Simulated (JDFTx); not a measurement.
GaN: band structure with LDA

**What was measured.**

A printed reference work, textbook reports, for a bulk crystal of GaN at 0 K: band gap 3.299 eV (direct).

The system is GaN.

```xyz
2
Lattice="0.0000 2.2535 2.2535 2.2535 0.0000 2.2535 2.2535 2.2535 0.0000" Properties=species:S:1:pos:R:3 pbc="T T T"
Ga    0.0000    0.0000    0.0000
N     1.1268    1.1268    1.1268
```

The cell is a database's computed one.

```yaml
Program: JDFTx 1.7.0 (patched build)
Task: band structure
Functional: LDA
Potentials_or_basis: PseudoDojo-SR-LDA-0.4.1-standard
Cutoff: 1143 eV
Density_cutoff: 9143 eV
k_mesh: 10 × 10 × 10
Occupations: fermi-dirac, width 0.05 eV
Spin: no spin polarisation
Band_ratio_of_the_Davidson_solver: 1.3
Bands: 15
Density_cutoff_over_wavefunction_cutoff: 8
Max_SCF_steps: 30
SCF_threshold_on_the_energy: 1e-06 Ha
Solver_of_the_electrons: minimize
Further_solve_for_the_empty_bands: no
Start: density of an earlier self-consistent run, held fixed
Path: G-X-W-K-G-L-U-W-L-K-U-X
```

```yaml
Band_gap_along_the_path: 1.77 eV, direct
```

Levels at the corners of the path, in eV from the valence-band top:
```csv
point,band 7,band 8,band 9,band 10,band 11
Γ,0.00,0.00,0.00,1.77,10.16
X,-6.21,-2.72,-2.72,3.29,6.50
W,-5.77,-3.73,-3.68,6.14,8.23
K,-5.94,-4.30,-2.19,4.92,7.72
Γ,0.00,0.00,0.00,1.77,10.16
L,-7.11,-0.98,-0.98,4.56,8.61
U,-5.94,-4.30,-2.19,4.92,7.72
W,-5.77,-3.73,-3.68,6.14,8.23
L,-7.11,-0.98,-0.98,4.56,8.61
K,-5.94,-4.30,-2.19,4.92,7.72
U,-5.94,-4.30,-2.19,4.92,7.72
X,-6.21,-2.72,-2.72,3.29,6.50
```

It took 17 s on 1 thread of Arm Neoverse V1 (shared host), peak memory 0.09 GiB.

Against the measured gap of GaN, 3.299 eV (direct; 0 K; a printed reference work, textbook), the calculated 1.77 eV is off by -1.53 eV. Spin-orbit coupling on Ga is left out. The value is that of LDA, without temperature or zero-point motion. Semilocal functionals fall short of measured gaps as a rule. The cell is a database's relaxed one, not the measured one, which moves gaps too.
